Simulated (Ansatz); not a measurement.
## Barrier of one jump, H in AlAs

Computed with Ansatz, DFT PBEsol, scalar-relativistic, plane waves, PAW. Run with 420 eV cutoff, 2×2×2 k-mesh, Gaussian smearing of 0.02 eV, no spin polarisation.

Host crystal, relaxed:

```xyz
2
Lattice="0.0000 2.8379 2.8379 2.8379 0.0000 2.8379 2.8379 2.8379 0.0000" Properties=species:S:1:pos:R:3 pbc="T T T"
Al    0.0000    0.0000    0.0000
As    4.2569    4.2569    4.2569
```

In a supercell of 16 host sites with charge +1, interstitial H hops to an equivalent place, moving 1.22 Å between the relaxed ends. Climbing-image nudged elastic band at fixed cell with images 0 (start) to 4 (end), the path measured over all atoms, converged to 0.05 eV/Å; the order of the saddle wasn't checked, and the small cell leaves errors of about a tenth of an eV. Zero-point motion and tunnelling, which matter for H, are left out.

Supercell rows in host cell vectors: 0 -2 2; 0 0 2; -2 0 2. H was set at (0.500, 0.500, 0.500) of the host cell.

At the relaxed start H has 1 As at 1.57 Å, 1 Al at 1.84 Å, 1 As at 2.85 Å, 1 Al at 2.94 Å, 1 Al at 2.97 Å.

Task: How high is the barrier, and where does the atom pass?

Result: 0.01 eV at image 2, where H has 1 As at 1.56 Å, 1 Al at 1.84 Å, 1 Al at 2.75 Å, 2 As at 3.08 Å.

Cost: 1 run of about 2.9 core-minutes, on Intel Xeon Platinum 8581C (Emerald Rapids) (shared hosts).